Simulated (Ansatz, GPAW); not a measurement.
This is a calculation of InAs for GPAW 26.7.0 (ASE script). Atoms were shifted at random by some hundredths of an Å from the given cell, which wasn't relaxed again for these runs. 

run.py

```python
from ase import Atoms
from ase.dft.bandgap import bandgap
from ase.io import write
from ase.units import GPa
from gpaw import GPAW, PW, setup_paths

setup_paths.insert(0, '.')

atoms = Atoms(['In', 'As'],
              cell=[[0.0, 3.018, 3.018],
                    [3.018, 0.0, 3.018],
                    [3.018, 3.018, 0.0]],
              scaled_positions=[[0.006425, -0.004728, -0.004095],
                                [0.759253, 0.747064, 0.747187]],
              pbc=True)

calc = GPAW(mode=PW(600),
            xc='PBEsol',
            kpts={'size': (8, 8, 8), 'gamma': True},
            occupations={'name': 'fermi-dirac', 'width': 0.05},
            nbands=18,
            convergence={'density': 1e-05, 'energy': 1e-05},
            maxiter=150,
            txt='gpaw.txt')
atoms.calc = calc
energy = atoms.get_potential_energy()
forces = atoms.get_forces()
stress = atoms.get_stress()
calc.write('gs.gpw')
write('result.traj', atoms)
print(f'Energy: {energy:.6f} eV')
print('Forces (eV/A):')
print(forces.round(4))
print('Stress (GPa):', (stress / GPa).round(3))
print('Fermi level:', round(calc.get_fermi_level(), 4), 'eV')
print(f'Gap: {bandgap(calc)[0]:.4f} eV, direct: {bandgap(calc, direct=True)[0]:.4f} eV')
```

Potentials or basis: PAW data sets generated in the run's folder for this functional, pw.

Command:

```console
$ gpaw-setup -f PBEsol As In
$ OMP_NUM_THREADS=1 python run.py
```

Task: What does the same run look like in Ansatz 0.2.0? Potentials or basis there: Ansatz PAW, cutoff 420 eV.

Result: As run (cutoffs and basis follow the program's own potentials, and thresholds, step limits or extra output files can differ):

File input.yaml:

```yaml
crystal:
  lattice:
    - [0.0, 3.018, 3.018]
    - [3.018, 0.0, 3.018]
    - [3.018, 3.018, 0.0]
  atoms:
    - { symbol: In, position: [0.006425, -0.004728, -0.004095] }
    - { symbol: As, position: [0.759253, 0.747064, 0.747187] }
hamiltonian:
  xc: pbesol
  pseudopotentials: { kind: paw }
kpoints:
  mp_grid: { grid: [8, 8, 8] }
scf:
  occupations: { method: fermi_dirac, width: 0.05 }
output:
  forces: true
  stress: true
  eigenvalues: true
```

Potentials or basis: Ansatz PAW.

Command:

```console
$ ansatz run input.yaml --threads 1 --pin off --max-ram 3584MiB --backend cpu --events-out ev --progress --plain --runs-dir out
```

Both were run:

|  | GPAW | Ansatz |
| --- | --- | --- |
| Pressure | 1.3 GPa | 1.5 GPa |
| Largest force | 0.167 eV/Å | 0.166 eV/Å |
| Energy over the undisturbed cell | 0.9 meV/atom | 0.9 meV/atom |

Ansatz's pressure holds a Pulay term of +0.03 GPa for its cutoff of 420 eV, which the other run lacks.

The potentials hold 18 and 28 valence electrons a cell.

Ansatz's potentials were made for PBE.

Where Ansatz's input types no cutoff or centring, it takes its own default and a Γ-centred mesh.

Pressure is positive in compression.
